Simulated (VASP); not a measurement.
**KBr (strained rocksalt): a r²SCAN single-point calculation in VASP**

INCAR

```
SIGMA = 0.01
LREAL = .FALSE.
ENCUT = 520
PREC = Accurate
LASPH = .TRUE.
EDIFF = 1E-7
IBRION = -1
ISMEAR = 0
ISIF = 2
NSW = 0
LELF = .TRUE.
ALGO = Normal
LWAVE = .FALSE.
LCHARG = .TRUE.
NBANDS = 15
NELM = 120
METAGGA = R2SCAN
```

KPOINTS

```
KPOINTS created by Atomic Simulation Environment
0
Gamma
6 6 6
0 0 0
```

KPOINTS_OPT

```
special points
6
Reciprocal
0.0000000000 0.0000000000 0.0000000000 1
0.5000000000 0.0000000000 0.5000000000 1
0.6250000000 0.2500000000 0.6250000000 1
0.3750000000 0.3750000000 0.7500000000 1
0.5000000000 0.5000000000 0.5000000000 1
0.5000000000 0.2500000000 0.7500000000 1
```

POSCAR

```
K  Br
 1.0000000000000000
     0.0000000000000000    3.2692253285000001    3.2692253285000001
     3.2692253285000001    0.0000000000000000    3.2692253285000001
     3.2692253285000001    3.2692253285000001    0.0000000000000000
 K   Br
   1   1
Cartesian
  0.0000000000000000  0.0000000000000000  0.0000000000000000
  3.2692253285000001  3.2692253285000001  3.2692253285000001
```

VASP ran with the recommended PBE PAW datasets (16 valence electrons in the cell).

Command

```
mpirun -np 1 vasp_std
```

From OUTCAR

```
k-points           NKPTS =     16   k-points in BZ     NKDIM =     16   number of bands    NBANDS=     15

   NELECT =      16.0000    total number of electrons

   dimension x,y,z NGX =    36 NGY =   36 NGZ =   36
   dimension x,y,z NGXF=    72 NGYF=   72 NGZF=   72

  energy-cutoff  :      520.00
  volume of cell :       69.88
      direct lattice vectors                 reciprocal lattice vectors
     0.000000000  3.269225329  3.269225329    -0.152941431  0.152941431  0.152941431
     3.269225329  0.000000000  3.269225329     0.152941431 -0.152941431  0.152941431
     3.269225329  3.269225329  0.000000000     0.152941431  0.152941431 -0.152941431

 k-points in reciprocal lattice and weights: KPOINTS created by Atomic Simulation Env
   0.00000000  0.00000000  0.00000000       0.005
   0.16666667  0.00000000  0.00000000       0.037
   0.33333333  0.00000000  0.00000000       0.037
   0.50000000  0.00000000  0.00000000       0.019
   0.16666667  0.16666667  0.00000000       0.028
   0.33333333  0.16666667  0.00000000       0.111
   0.50000000  0.16666667  0.00000000       0.111
  -0.33333333  0.16666667  0.00000000       0.111
   ...

 E-fermi :  -1.9470

 k-point     1 :       0.0000    0.0000    0.0000
  band No.  band energies     occupation
      1     -30.8591      2.00000
      2     -14.7997      2.00000
      3     -13.5677      2.00000
      4     -13.5676      2.00000
      5     -13.5676      2.00000
      6      -2.0355      2.00000
      7      -2.0355      2.00000
      8      -2.0355      2.00000
      9       3.1259      0.00000
     10       6.2019      0.00000
     11       6.2019      0.00000
     12       6.2019      0.00000
     13       7.2008      0.00000
     14       7.2008      0.00000
     15      10.0981      0.00000

 k-point     2 :       0.1667    0.0000    0.0000
  band No.  band energies     occupation
      1     -30.8575      2.00000
      2     -14.8502      2.00000
      3     -13.5689      2.00000
      4     -13.5689      2.00000
      5     -13.4960      2.00000
      6      -2.4072      2.00000
      7      -2.1289      2.00000
      8      -2.1289      2.00000
      9       3.7935      0.00000
     10       6.0285      0.00000
     11       6.5505      0.00000
     12       6.5505      0.00000
     13       7.5874      0.00000
     14       7.5874      0.00000
     15      11.1132      0.00000

 k-point     3 :       0.3333    0.0000    0.0000
  band No.  band energies     occupation
      1     -30.8543      2.00000
      2     -14.9382      2.00000
      3     -13.5714      2.00000
      4     -13.5714      2.00000
      5     -13.3648      2.00000
      6      -3.0047      2.00000
      7      -2.3044      2.00000
      8      -2.3044      2.00000
      9       4.8457      0.00000
     10       6.3570      0.00000
     11       7.4876      0.00000
     12       7.4876      0.00000
     13       8.5577      0.00000
     14       8.5577      0.00000
     15      10.5119      0.00000

 k-point     4 :       0.5000    0.0000    0.0000
  band No.  band energies     occupation
      1     -30.8527      2.00000
      2     -14.9774      2.00000
      3     -13.5727      2.00000
      4     -13.5727      2.00000
      5     -13.3035      2.00000
      6      -3.2587      2.00000
      7      -2.3873      2.00000
      8      -2.3873      2.00000
      9       5.1589      0.00000
     10       6.9419      0.00000
     11       8.5716      0.00000
     12       8.5716      0.00000
     13       8.8666      0.00000
     14       8.8666      0.00000
     15      10.0812      0.00000

 k-point     5 :       0.1667    0.1667    0.0000
  band No.  band energies     occupation
      1     -30.8569      2.00000
      2     -14.8443      2.00000
      3     -13.5773      2.00000
      4     -13.5773      2.00000
      5     -13.4891      2.00000
      6      -2.5013      2.00000
      7      -2.1262      2.00000
      8      -2.1262      2.00000
      9       3.9457      0.00000
     10       5.4994      0.00000
     11       6.9383      0.00000
     12       6.9383      0.00000
     13       7.4153      0.00000
     14       7.9407      0.00000
     15      11.3945      0.00000

 k-point     6 :       0.3333    0.1667    0.0000
  band No.  band energies     occupation
      1     -30.8543      2.00000
      2     -14.8794      2.00000
      3     -13.5835      2.00000
      4     -13.5815      2.00000
      5     -13.4329      2.00000
      6      -2.8588      2.00000
      7      -2.3036      2.00000
      8      -2.2519      2.00000
      9       4.8771      0.00000
     10       5.4232      0.00000
     11       7.6997      0.00000
     12       7.7794      0.00000
     13       8.0559      0.00000
     14       8.5358      0.00000
     15      10.5260      0.00000

 k-point     7 :       0.5000    0.1667    0.0000
  band No.  band energies     occupation
      1     -30.8522      2.00000
      2     -14.9165      2.00000
      3     -13.5916      2.00000
      4     -13.5813      2.00000
      5     -13.3733      2.00000
      6      -3.0982      2.00000
      7      -2.4728      2.00000
      8      -2.3742      2.00000
      9       5.3399      0.00000
     10       6.4664      0.00000
     11       8.1785      0.00000
     12       8.4041      0.00000
     13       8.6995      0.00000
     14       8.8998      0.00000
     15       9.9638      0.00000

 k-point     8 :      -0.3333    0.1667    0.0000
  band No.  band energies     occupation
      1     -30.8527      2.00000
      2     -14.9213      2.00000
      3     -13.5991      2.00000
      4     -13.5728      2.00000
      5     -13.3650      2.00000
      6      -3.0604      2.00000
      7      -2.4327      2.00000
      8      -2.3776      2.00000
      9       5.3870      0.00000
     10       6.3490      0.00000
     11       7.7679      0.00000
     12       7.8694      0.00000
     13       8.4658      0.00000
     14       9.5767      0.00000
     15      10.0618      0.00000

 k-point     9 :      -0.1667    0.1667    0.0000
  band No.  band energies     occupation
      1     -30.8553      2.00000
      2     -14.8901      2.00000
      3     -13.5883      2.00000
      4     -13.5667      2.00000
      5     -13.4241      2.00000
      6      -2.7536      2.00000
      7      -2.2581      2.00000
      8      -2.2406      2.00000
      9       4.6079      0.00000
     10       5.7988      0.00000
     11       6.8613      0.00000
     12       7.4562      0.00000
     13       7.9007      0.00000
     14       8.4275      0.00000
     15      10.8087      0.00000

 k-point    10 :       0.3333    0.3333    0.0000
  band No.  band energies     occupation
      1     -30.8528      2.00000
      2     -14.7964      2.00000
      3     -13.5970      2.00000
      4     -13.5970      2.00000
      5     -13.5307      2.00000
      6      -2.8904      2.00000
      7      -2.2740      2.00000
      8      -2.2740      2.00000
      9       4.6184      0.00000
     10       5.3503      0.00000
     11       7.9151      0.00000
     12       8.4575      0.00000
     13       8.7399      0.00000
     14       8.7399      0.00000
     15       9.8646      0.00000

 k-point    11 :       0.5000    0.3333    0.0000
  band No.  band energies     occupation
      1     -30.8513      2.00000
      2     -14.7749      2.00000
      3     -13.6323      2.00000
      4     -13.5985      2.00000
      5     -13.5285      2.00000
      6      -2.8791      2.00000
      7      -2.4823      2.00000
      8      -2.3476      2.00000
      9       4.7475      0.00000
     10       6.3016      0.00000
     11       7.7127      0.00000
     12       8.4182      0.00000
     13       8.6999      0.00000
     14       9.2971      0.00000
     15       9.8508      0.00000

 k-point    12 :      -0.3333    0.3333    0.0000
  band No.  band energies     occupation
      1     -30.8512      2.00000
      2     -14.8414      2.00000
      3     -13.6379      2.00000
      4     -13.5864      2.00000
      5     -13.4370      2.00000
      6      -2.8610      2.00000
      7      -2.6764      2.00000
      8      -2.3987      2.00000
      9       5.5101      0.00000
     10       6.6580      0.00000
     11       7.4950      0.00000
     12       8.0273      0.00000
     13       8.5562      0.00000
     14       9.3699      0.00000
     15      10.4339      0.00000

 k-point    13 :       0.5000    0.5000    0.0000
  band No.  band energies     occupation
      1     -30.8508      2.00000
      2     -14.6887      2.00000
      3     -13.6668      2.00000
      4     -13.6070      2.00000
      5     -13.6070      2.00000
      6      -2.8893      2.00000
      7      -2.3341      2.00000
      8      -2.3341      2.00000
      9       4.2899      0.00000
     10       6.1020      0.00000
     11       8.2158      0.00000
     12       8.2656      0.00000
     13       8.6363      0.00000
     14       9.6194      0.00000
     15       9.6194      0.00000

 ...

  Total        0.2418580      0.2418580      0.2418580      0.0000000      0.0000000     -0.0000000
  in kB        5.5450623      5.5450623      5.5450623      0.0000000      0.0000000     -0.0000000
  external PRESSURE =       5.5450623 kB  Pullay stress =       0.0000000 kB

 POSITION                                       TOTAL-FORCE (eV/Angst)
 -----------------------------------------------------------------------------------
      0.00000      0.00000      0.00000         0.000000     -0.000000     -0.000000
      3.26923      3.26923      3.26923        -0.000000      0.000000      0.000000
 -----------------------------------------------------------------------------------
    total drift:                                0.000000      0.000000      0.000000

  FREE ENERGIE OF THE ION-ELECTRON SYSTEM (eV)
  ---------------------------------------------------
  free  energy   TOTEN  =       -23.2445058685 eV

  energy  without entropy=      -23.2445058685  energy(sigma->0) =      -23.24450587
```

| Item | Value |
| --- | --- |
| gap between bands v and c | 5.16 eV |
| least direct gap | 5.16 eV |
| pressure | 0.6 GPa |

Band v is the last that the valence electrons fill when counted band by band, and c is the next.

The run took about 34 s on one core of a shared host (Intel Xeon 6975P-C) and held 0.21 GiB at most.
